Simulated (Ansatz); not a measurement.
# Ru: a normal mode against strain, part 1 of 2

How does the energy of Ru (P6_3/mmc, No. 194; 2 atoms in the cell) change over two coordinates at once? A grid of runs gives the map.

Computed with Ansatz 0.2.0 (DFT PBEsol, scalar-relativistic, plane waves, PAW, unless a step's input says otherwise).

18 further runs of the same task are left out: 18 set aside as unsound or not needed.

### 1 Starting point

Symmetry: P6_3/mmc, No. 194, hexagonal system. The conventional cell has a = 2.690 Å, b = 2.690 Å, c = 4.252 Å, α = 90.00°, β = 90.00°, γ = 120.00°. Ru (site symmetry -6m2) is surrounded by 12 Ru at 2.63 to 2.69 Å.

As a file:

```
Ru
1.0
     2.68968    0.00000    0.00000
    -1.34484    2.32934    0.00000
     0.00000    0.00000    4.25238
Ru
2
Direct
  0.33333 0.66667 0.25000
  0.66667 0.33333 0.75000
```

It is the result of an earlier relaxation at this level (volume 13.32 Å³/atom; gap on the mesh: none (metal)).

### 2 The grid

The energy is mapped over a normal mode and a strain (zone-centre modes of the cell shown) (x along [1 0 0], y along [1 2 0], z along [0 0 1] of the conventional cell).

The axes are (1) amplitude of mode 5 (202 cm⁻¹), largest displacement in the unstrained cell: 7 values from −0.140 Å; (2) equal normal strain along x and y: 7 values from −4.00 %.

Nothing else is relaxed (the pattern is fixed in fractional coordinates). Energies count from the relaxed high-symmetry cell. Points are written as (first, second).

The modes come from a phonon run on the reference cell, made beforehand.

The patterns, per unit of each coordinate (Å):

| atom | x1 | y1 | z1 |
| --- | --- | --- | --- |
| Ru1 | 0.000 | 1.000 | 0.000 |
| Ru2 | 0.000 | -1.000 | 0.000 |

Below, 8 of the grid's runs; all are launched alike.

### 3 Point (0.047 Å, −4.00 %)

input.yaml

```yaml
crystal:
  lattice:
    - [2.5820973631, 0.0, 0.0]
    - [-1.2910486816, 2.2361619115, 0.0]
    - [0.0, 0.0, 4.2523798378]
  atoms:
    - { symbol: Ru, position: [0.3433576522, 0.6867153044, 0.25] }
    - { symbol: Ru, position: [0.6566423478, 0.3132846956, 0.75] }
basis:
  ecutwfc: 420
kpoints:
  mp_grid: { grid: [18, 18, 10] }
hamiltonian:
  xc: pbesol
  pseudopotentials: { kind: paw, azcp: { folder: soft_1 } }
scf:
  occupations: { method: gaussian, width: 0.15 }
output:
  forces: true
  stress: true
  eigenvalues: true
```

The run is started by

```
ansatz run input.yaml --threads 1 --pin off --max-ram 2048MiB --backend cpu --events-out ev --progress --plain --runs-dir out
```

Standard output (excerpt; [...] marks lines left out):

```text
Warning: <dir> the record states the generating functional pbe (its physics header spells it `PBE`), which answers neither for hamiltonian.xc's functional nor for the pbesol family's — results may be inconsistent (PPs are generated against a specific XC)
Warning: RAYON_NUM_THREADS=1 ignored (pool sized by the plan → 1); use --threads N
[...]
Pseudopotentials: kind: paw
Pseudopotential: Ru, paw, valence charge 16, recommended cutoff 420 eV (normal), <dir>
Functional definition: PBEsol
[...]
Crystal: 2 atoms, lattice volume = 24.553 Å³
Basis set: ecut = 420 eV, 501 PW (Γ), exchange–correlation on 36×36×60 points (8 copies of the dense FFT grid, shifted against one another)
Bands: 20, of which v1, the nominal top of the filled ones, is band 16 counted from 1 (15 counted from 0)
Symmetry: 8 space group operations
Space group: Cmcm (ITA 63), of the structure as read, at distance tolerance 2.9e-5 Å
k-points: 546 of 3240
[...]
SCF iter   1: F=—  HF=-11634.107196 eV  |F-HF|=—  |Δ(HF+E_count)|=         —  Δρ=1.30e-1  dr2=3.72e0  ethr=3.10e-3  ⟨swp⟩=5.0  Hψ=42945  notcnv=0
[...]
SCF iter   7: F=-11632.813595 eV  HF=-11632.813595 eV  |F-HF|=4.82e-10  |Δ(HF+E_count)|=   4.99e-8  Δρ=3.23e-6  dr2=1.58e-9  ethr=3.13e-10  ⟨swp⟩=5.0  Hψ=38660  notcnv=0
[...]
SCF converged after 7 iterations
Free energy (F): -11632.813595 eV
[...]
E sigma→0 (E₀):  -11632.806134 eV
Entropy (-TS):   -0.014922 eV (-7.461 meV/atom)
Fermi energy:    26.208300 eV
[...]
--- Forces (eV/Å), atoms counted from 1 ---
  atom   1  Ru     0.00000000    -0.77041318     0.00000000
  atom   2  Ru    -0.00000000     0.77041318     0.00000000
[...]
--- Stress (GPa, compression-positive) ---
       40.584690      -0.000000       0.000000
       -0.000000      45.440322       0.000000
        0.000000       0.000000      19.172656
  P = ⅓ Tr σ = 35.0659 GPa (350.659 kbar)
--- Band table (eV; the first three rows and the last of 546) ---
  k-point 0: bands = ["-47.0876", "-46.8170", "-17.7401", "-16.4601", "-16.3968", "-16.2598", "-16.2546", "-16.2314", "17.5582", "19.1822", "22.8818", "23.1577", "23.2730", "23.8114", "24.0436", "24.6823", "25.2472", "27.1010", "27.2766", "27.9138"]
[...]
```

Run time: 6 s. Hardware: 1 thread of Intel Xeon 6975P-C (Granite Rapids), shared host; peak memory 0.53 GiB.

Energy on the map's scale: 0.290 eV.

### 4 Grid point (−0.140 Å, −1.33 %)

input.yaml

```yaml
crystal:
  lattice:
    - [2.653911946, 0.0, 0.0]
    - [-1.326955973, 2.2983551647, 0.0]
    - [0.0, 0.0, 4.2523798378]
  atoms:
    - { symbol: Ru, position: [0.3032818421, 0.6065636843, 0.25] }
    - { symbol: Ru, position: [0.6967181579, 0.3934363157, 0.75] }
basis:
  ecutwfc: 420
kpoints:
  mp_grid: { grid: [18, 18, 10] }
hamiltonian:
  xc: pbesol
  pseudopotentials: { kind: paw, azcp: { folder: soft_1 } }
scf:
  occupations: { method: gaussian, width: 0.15 }
output:
  forces: true
  stress: true
  eigenvalues: true
  write_density: true
  write_potential: true
  elf: true
  volumetric_format: npy
```

The run is started by

```
ansatz run input.yaml --threads 1 --pin off --max-ram 2048MiB --backend cpu --events-out ev --progress --plain --runs-dir out
```

Standard output:

```text
[... 28 lines left out ...]
SCF 1 converged in 6 iterations: F = -11632.769568 eV  dr2 = 8.46e-8
SCF converged after 6 iterations
Free energy (F): -11632.769568 eV
Harris-Foulkes:  -11632.769568 eV  (|F-HF|=6.00e-8)
Internal energy: -11632.749363 eV  (E = F + TS)
E sigma→0 (E₀):  -11632.759466 eV
Entropy (-TS):   -0.020205 eV (-10.103 meV/atom)
Fermi energy:    24.594359 eV
--- Per-component energies (eV) ---
  E_band       = -77.263224
  E_kinetic    = 924.920109
  E_local      = -2450.650118  (includes V_loc(G=0)·N_el)
  E_nonlocal   = 829.476487
  E_hartree    = 812.169248
  E_xc         = -339.923500
  E_vxc        = -431.341993  (∫ρ·V_xc dr)
  E_paw        = -6880.526180  (= ΣΔE_a)
  E_vpaw       = -573.995976  (= ΣTr[D̂ρ^β])
  E_aug_tail   = 0.001231  (compensation charges beyond the density's cutoff)
  E_ewald      = -4528.723234
  E_core_change = 0.506593  (= ΣΔE_core)
  E_smearing   = -0.020205  (= −TS)
  E_closure    = 0.000000  (closes the sum)
  Σ components = -11632.769568   (vs F -11632.769568, Δ=0.00e0)
--- Forces (eV/Å), atoms counted from 1 ---
  atom   1  Ru     0.00000000     2.21220409     0.00000000
  atom   2  Ru     0.00000000    -2.21220409     0.00000000
  max |Σ_I F_I| component: 0.00e0 eV/Å
--- Stress (GPa, compression-positive) ---
       19.353829       0.000000       0.000000
        0.000000       6.363248       0.000000
        0.000000       0.000000      14.990862
  P = ⅓ Tr σ = 13.5693 GPa (135.693 kbar)
--- Band table (eV; the first three rows and the last of 546) ---
  k-point 0: bands = ["-48.6240", "-48.3711", "-19.2454", "-18.1858", "-18.0030", "-17.9664", "-17.8808", "-17.8657", "16.1975", "17.9283", "21.1603", "21.5656", "22.1020", "22.3689", "22.6880", "22.7481", "24.1987", "24.7506", "25.6701", "26.7420"]
  k-point 1: bands = ["-48.6179", "-48.3774", "-19.2136", "-18.1785", "-18.0053", "-17.9670", "-17.8981", "-17.8884", "16.3134", "17.9674", "21.1414", "21.5263", "22.0294", "22.5283", "22.5962", "22.6905", "24.3006", "24.8087", "25.3064", "26.6493"]
  k-point 2: bands = ["-48.6003", "-48.3957", "-19.1207", "-18.1573", "-18.0365", "-17.9688", "-17.9670", "-17.9105", "16.6460", "18.0721", "21.0994", "21.4857", "21.8664", "22.3593", "22.5310", "22.9217", "24.3459", "24.6032", "24.9489", "26.3746"]
  k-point 545: bands = ["-48.3612", "-48.3612", "-19.0609", "-19.0609", "-18.3911", "-18.3911", "-18.1170", "-18.1170", "18.7540", "18.7540", "20.1015", "20.1015", "22.0944", "22.0944", "23.4060", "23.4060", "26.5241", "26.5241", "29.8840", "29.8840"]
```

Run time: 8.7 s. Hardware: 1 thread of Intel Xeon 6975P-C (Granite Rapids), shared host; peak memory 0.52 GiB.

The maps below are laid out on this run's own conventional cell (a, b, c = 2.654, 4.597, 4.252 Å).

Density in a lattice plane of the grid's cell (edges 4.60 and 4.25 Å, at 0.000 of the third edge), which holds Ru.

Values in e/Å³, 12 rows by 12 columns:
```
 0.24  0.26  0.34  0.38  0.34  0.33  0.46  1.24  2.82  2.48  0.87  0.33
 0.29  0.31  0.38  0.38  0.33  0.34  0.76  4.07  8.46  7.51  2.71  0.52
 0.33  0.35  0.42  0.41  0.34  0.36  1.01  5.76 11.49 10.39  4.00  0.64
 0.29  0.31  0.38  0.38  0.33  0.34  0.76  4.07  8.46  7.51  2.71  0.52
 0.24  0.26  0.34  0.38  0.34  0.33  0.46  1.24  2.82  2.48  0.87  0.33
 0.21  0.25  0.39  0.56  0.55  0.42  0.35  0.42  0.55  0.56  0.39  0.25
 0.24  0.33  0.87  2.48  2.82  1.24  0.46  0.33  0.34  0.38  0.34  0.26
 0.29  0.52  2.71  7.51  8.46  4.07  0.76  0.34  0.33  0.38  0.38  0.31
 0.33  0.64  4.00 10.39 11.49  5.76  1.01  0.36  0.34  0.41  0.42  0.35
 0.29  0.52  2.71  7.51  8.46  4.07  0.76  0.34  0.33  0.38  0.38  0.31
 0.24  0.33  0.87  2.48  2.82  1.24  0.46  0.33  0.34  0.38  0.34  0.26
 0.21  0.25  0.39  0.56  0.55  0.42  0.35  0.42  0.55  0.56  0.39  0.25
```
Columns run along the first of these edges and rows up along the second, over one cell in 12 and 12 even steps from the bottom left corner. Atoms in the plane (fractional): Ru at (0.30, 0.25), Ru at (0.70, 0.75).

ELF in the same plane.

Values, 12 rows by 12 columns:
```
0.25 0.28 0.32 0.33 0.31 0.32 0.25 0.37 0.49 0.47 0.30 0.20
0.29 0.31 0.31 0.31 0.32 0.28 0.29 0.57 0.60 0.59 0.49 0.23
0.32 0.33 0.31 0.30 0.30 0.26 0.32 0.59 0.50 0.56 0.57 0.26
0.29 0.31 0.31 0.31 0.32 0.28 0.29 0.57 0.60 0.59 0.49 0.23
0.25 0.28 0.32 0.33 0.31 0.32 0.25 0.37 0.49 0.47 0.30 0.20
0.24 0.25 0.27 0.26 0.23 0.23 0.30 0.23 0.23 0.26 0.27 0.25
0.25 0.20 0.30 0.47 0.49 0.37 0.25 0.32 0.31 0.33 0.32 0.28
0.29 0.23 0.49 0.59 0.60 0.57 0.29 0.28 0.32 0.31 0.31 0.31
0.32 0.26 0.57 0.56 0.50 0.59 0.32 0.26 0.30 0.30 0.31 0.33
0.29 0.23 0.49 0.59 0.60 0.57 0.29 0.28 0.32 0.31 0.31 0.31
0.25 0.20 0.30 0.47 0.49 0.37 0.25 0.32 0.31 0.33 0.32 0.28
0.24 0.25 0.27 0.26 0.23 0.23 0.30 0.23 0.23 0.26 0.27 0.25
```
Columns run along the first of these edges and rows up along the second, over one cell in 12 and 12 even steps from the bottom left corner. Atoms in the plane (fractional): Ru at (0.30, 0.25), Ru at (0.70, 0.75).

Both are smooth fields of the valence electrons: close to the nuclei they are not physical.

That is 0.334 eV from the zero.

### 5 Grid point (−0.140 Å, −4.00 %)

input.yaml, as its differences from that of step 4:

```diff
@@ -2,4 +2,4 @@
   lattice:
-    - [2.653911946, 0.0, 0.0]
-    - [-1.326955973, 2.2983551647, 0.0]
+    - [2.5820973631, 0.0, 0.0]
+    - [-1.2910486816, 2.2361619115, 0.0]
     - [0.0, 0.0, 4.2523798378]
@@ -21,5 +21 @@
   eigenvalues: true
-  write_density: true
-  write_potential: true
-  elf: true
-  volumetric_format: npy
```

The run is started by

```
ansatz run input.yaml --threads 1 --pin off --max-ram 2048MiB --backend cpu --events-out ev --progress --plain --runs-dir out
```

Standard output (excerpt; [...] marks lines left out):

```text
Warning: <dir> the record states the generating functional pbe (its physics header spells it `PBE`), which answers neither for hamiltonian.xc's functional nor for the pbesol family's — results may be inconsistent (PPs are generated against a specific XC)
Warning: RAYON_NUM_THREADS=1 ignored (pool sized by the plan → 1); use --threads N
[...]
Pseudopotentials: kind: paw
Pseudopotential: Ru, paw, valence charge 16, recommended cutoff 420 eV (normal), <dir>
Functional definition: PBEsol
[...]
Crystal: 2 atoms, lattice volume = 24.553 Å³
Basis set: ecut = 420 eV, 501 PW (Γ), exchange–correlation on 36×36×60 points (8 copies of the dense FFT grid, shifted against one another)
Bands: 20, of which v1, the nominal top of the filled ones, is band 16 counted from 1 (15 counted from 0)
Symmetry: 8 space group operations
Space group: Cmcm (ITA 63), of the structure as read, at distance tolerance 2.9e-5 Å
k-points: 546 of 3240
[...]
SCF iter   1: F=—  HF=-11633.782693 eV  |F-HF|=—  |Δ(HF+E_count)|=         —  Δρ=1.28e-1  dr2=3.58e0  ethr=3.10e-3  ⟨swp⟩=5.0  Hψ=42752  notcnv=0
[...]
SCF iter   7: F=-11632.535247 eV  HF=-11632.535247 eV  |F-HF|=2.07e-10  |Δ(HF+E_count)|=   5.84e-8  Δρ=3.25e-6  dr2=1.62e-9  ethr=3.13e-10  ⟨swp⟩=5.3  Hψ=42358  notcnv=0
[...]
SCF converged after 7 iterations
Free energy (F): -11632.535247 eV
[...]
E sigma→0 (E₀):  -11632.526252 eV
Entropy (-TS):   -0.017990 eV (-8.995 meV/atom)
Fermi energy:    26.275642 eV
[...]
--- Forces (eV/Å), atoms counted from 1 ---
  atom   1  Ru    -0.00000000     2.27687988     0.00000000
  atom   2  Ru     0.00000000    -2.27687988     0.00000000
[...]
--- Stress (GPa, compression-positive) ---
       51.134311       0.000000       0.000000
        0.000000      35.130449       0.000000
        0.000000       0.000000      28.864488
  P = ⅓ Tr σ = 38.3764 GPa (383.764 kbar)
--- Band table (eV; the first three rows and the last of 546) ---
  k-point 0: bands = ["-47.0693", "-46.7866", "-17.7618", "-16.4858", "-16.3078", "-16.2702", "-16.2195", "-16.1769", "17.5656", "19.1938", "22.4340", "23.0411", "23.5618", "24.0399", "24.1899", "24.2032", "26.0000", "26.5579", "27.1111", "28.5411"]
[...]
```

It took 6.7 s on 1 thread of Intel Xeon 6975P-C (Granite Rapids), shared host; peak memory 0.54 GiB.

Energy on the map's scale: 0.568 eV.

### 6 Point (−0.140 Å, 0.00 %)

input.yaml, as its differences from that of step 5:

```diff
@@ -2,4 +2,4 @@
   lattice:
-    - [2.5820973631, 0.0, 0.0]
-    - [-1.2910486816, 2.2361619115, 0.0]
+    - [2.6896847532, 0.0, 0.0]
+    - [-1.3448423766, 2.3293353245, 0.0]
     - [0.0, 0.0, 4.2523798378]
```

The run is started by

```
ansatz run input.yaml --threads 1 --pin off --max-ram 2048MiB --backend cpu --events-out ev --progress --plain --runs-dir out
```

Standard output (excerpt; [...] marks lines left out):

```text
Warning: <dir> the record states the generating functional pbe (its physics header spells it `PBE`), which answers neither for hamiltonian.xc's functional nor for the pbesol family's — results may be inconsistent (PPs are generated against a specific XC)
Warning: RAYON_NUM_THREADS=1 ignored (pool sized by the plan → 1); use --threads N
[...]
Pseudopotentials: kind: paw
Pseudopotential: Ru, paw, valence charge 16, recommended cutoff 420 eV (normal), <dir>
Functional definition: PBEsol
[...]
Crystal: 2 atoms, lattice volume = 26.642 Å³
Basis set: ecut = 420 eV, 537 PW (Γ), exchange–correlation on 36×36×60 points (8 copies of the dense FFT grid, shifted against one another)
Bands: 20, of which v1, the nominal top of the filled ones, is band 16 counted from 1 (15 counted from 0)
Symmetry: 8 space group operations
Space group: Cmcm (ITA 63), of the structure as read, at distance tolerance 3.0e-5 Å
k-points: 546 of 3240
[...]
SCF iter   1: F=—  HF=-11634.199902 eV  |F-HF|=—  |Δ(HF+E_count)|=         —  Δρ=1.28e-1  dr2=4.16e0  ethr=3.10e-3  ⟨swp⟩=4.9  Hψ=42256  notcnv=0
[...]
SCF iter   6: F=-11632.799472 eV  HF=-11632.799472 eV  |F-HF|=2.60e-8  |Δ(HF+E_count)|=   1.63e-6  Δρ=2.10e-5  dr2=4.35e-8  ethr=3.13e-10  ⟨swp⟩=3.8  Hψ=49995  notcnv=0
[...]
SCF converged after 6 iterations
Free energy (F): -11632.799472 eV
[...]
E sigma→0 (E₀):  -11632.788819 eV
Entropy (-TS):   -0.021305 eV (-10.652 meV/atom)
Fermi energy:    23.806112 eV
[...]
--- Forces (eV/Å), atoms counted from 1 ---
  atom   1  Ru     0.00000000     2.16284407     0.00000000
  atom   2  Ru     0.00000000    -2.16284407     0.00000000
[...]
--- Stress (GPa, compression-positive) ---
        6.872820       0.000000       0.000000
        0.000000      -4.666352       0.000000
        0.000000       0.000000       8.956118
  P = ⅓ Tr σ = 3.7209 GPa (37.209 kbar)
--- Band table (eV; the first three rows and the last of 546) ---
  k-point 0: bands = ["-49.3573", "-49.1181", "-19.9456", "-18.9782", "-18.7927", "-18.7566", "-18.6756", "-18.6403", "15.5647", "17.3380", "20.5453", "20.8711", "21.4148", "21.5219", "22.0570", "22.0616", "23.3587", "23.9077", "25.0017", "25.9005"]
[...]
```

It took 7.3 s on 1 thread of Intel Xeon 6975P-C (Granite Rapids), shared host; peak memory 0.54 GiB.

That is 0.304 eV from the zero.

### 7 Point (0.093 Å, −1.33 %)

input.yaml

```yaml
crystal:
  lattice:
    - [2.653911946, 0.0, 0.0]
    - [-1.326955973, 2.2983551647, 0.0]
    - [0.0, 0.0, 4.2523798378]
  atoms:
    - { symbol: Ru, position: [0.3533605057, 0.7067210114, 0.25] }
    - { symbol: Ru, position: [0.6466394943, 0.2932789886, 0.75] }
basis:
  ecutwfc: 420
kpoints:
  mp_grid: { grid: [18, 18, 10] }
hamiltonian:
  xc: pbesol
  pseudopotentials: { kind: paw, azcp: { folder: soft_1 } }
scf:
  occupations: { method: gaussian, width: 0.15 }
output:
  forces: true
  stress: true
  eigenvalues: true
```

The run is started by

```
ansatz run input.yaml --threads 1 --pin off --max-ram 2048MiB --backend cpu --events-out ev --progress --plain --runs-dir out
```

Standard output (excerpt; [...] marks lines left out):

```text
[...]
SCF converged after 6 iterations
Free energy (F): -11632.948904 eV
[...]
E sigma→0 (E₀):  -11632.939989 eV
Entropy (-TS):   -0.017830 eV (-8.915 meV/atom)
Fermi energy:    24.547289 eV
[...]
--- Forces (eV/Å), atoms counted from 1 ---
  atom   1  Ru     0.00000000    -1.34809333     0.00000000
  atom   2  Ru     0.00000000     1.34809333     0.00000000
[...]
--- Stress (GPa, compression-positive) ---
        9.046456       0.000000       0.000000
        0.000000      16.526161       0.000000
        0.000000       0.000000       9.633684
  P = ⅓ Tr σ = 11.7354 GPa (117.354 kbar)
--- Band table (eV; the first three rows and the last of 546) ---
  k-point 0: bands = ["-48.6372", "-48.3887", "-19.2447", "-18.1739", "-18.0473", "-17.9548", "-17.9175", "-17.8877", "16.1943", "17.9438", "21.5223", "21.6846", "21.8805", "22.2576", "22.6746", "22.7999", "23.7624", "25.1277", "25.6655", "26.3389"]
[...]
```

Run time: 6.8 s. Hardware: 1 thread of Intel Xeon 6975P-C (Granite Rapids), shared host; peak memory 0.54 GiB.

Energy on the map's scale: 0.155 eV.

### 8 Variant: accuracy low, ecutwfc left out

input.yaml, as its differences from that of step 7:

```diff
@@ -8,4 +8,2 @@
     - { symbol: Ru, position: [0.6466394943, 0.2932789886, 0.75] }
-basis:
-  ecutwfc: 420
 kpoints:
@@ -19,3 +17,4 @@
   forces: true
+  eigenvalues: true
   stress: true
-  eigenvalues: true
+accuracy: low
```

The run is started by

```
ansatz run input.yaml --threads 1 --pin off --max-ram 2048MiB --backend cpu --events-out ev --progress --plain --runs-dir out
```

Standard output (excerpt; [...] marks lines left out):

```text
Warning: <dir> the record states the generating functional pbe (its physics header spells it `PBE`), which answers neither for hamiltonian.xc's functional nor for the pbesol family's — results may be inconsistent (PPs are generated against a specific XC)
Warning: RAYON_NUM_THREADS=1 ignored (pool sized by the plan → 1); use --threads N
[...]
Pseudopotentials: kind: paw
Pseudopotential: Ru, paw, valence charge 16, recommended cutoff 420 eV (normal), <dir>
Functional definition: PBEsol
[...]
Crystal: 2 atoms, lattice volume = 25.938 Å³
Basis set: ecut = 420 eV, 537 PW (Γ), exchange–correlation on 36×36×60 points (8 copies of the dense FFT grid, shifted against one another)
Bands: 20, of which v1, the nominal top of the filled ones, is band 16 counted from 1 (15 counted from 0)
Symmetry: 8 space group operations
Space group: Cmcm (ITA 63), of the structure as read, at distance tolerance 3.0e-5 Å
k-points: 546 of 3240
[...]
SCF iter   1: F=—  HF=-11634.333524 eV  |F-HF|=—  |Δ(HF+E_count)|=         —  Δρ=1.30e-1  dr2=4.08e0  ethr=3.10e-3  ⟨swp⟩=5.0  Hψ=42286  notcnv=0
[...]
SCF iter   6: F=-11632.948904 eV  HF=-11632.948904 eV  |F-HF|=5.85e-8  |Δ(HF+E_count)|=   2.28e-6  Δρ=2.58e-5  dr2=8.35e-8  ethr=3.13e-10  ⟨swp⟩=4.4  Hψ=54134  notcnv=0
[...]
SCF converged after 6 iterations
Free energy (F): -11632.948904 eV
[...]
E sigma→0 (E₀):  -11632.939989 eV
Entropy (-TS):   -0.017830 eV (-8.915 meV/atom)
Fermi energy:    24.547289 eV
[...]
--- Forces (eV/Å), atoms counted from 1 ---
  atom   1  Ru     0.00000000    -1.34809333     0.00000000
  atom   2  Ru     0.00000000     1.34809333     0.00000000
[...]
--- Stress (GPa, compression-positive) ---
        9.046456       0.000000       0.000000
        0.000000      16.526161       0.000000
        0.000000       0.000000       9.633684
  P = ⅓ Tr σ = 11.7354 GPa (117.354 kbar)
--- Band table (eV; the first three rows and the last of 546) ---
  k-point 0: bands = ["-48.6372", "-48.3887", "-19.2447", "-18.1739", "-18.0473", "-17.9548", "-17.9175", "-17.8877", "16.1943", "17.9438", "21.5223", "21.6846", "21.8805", "22.2576", "22.6746", "22.7999", "23.7624", "25.1277", "25.6655", "26.3389"]
[...]
```

It took 9.1 s on 1 thread of Intel Xeon 6975P-C (Granite Rapids), shared host; peak memory 0.53 GiB.

| run | ending | energy change | pressure (GPa) | gap (eV) | force (eV/Å) | cycles | time |
| --- | --- | --- | --- | --- | --- | --- | --- |
| step 7 | converged | 0 | 11.7 | 0.00 | 1.35 | 6 | 6.8 s |
| variant | converged | 0.0 meV/atom | 11.7 | 0.00 | 1.35 | 6 | 9.1 s |

The changed keys (accuracy and ecutwfc) make no visible difference here (energy 0.0 meV/atom).

(Continued in part 2 of 2.)
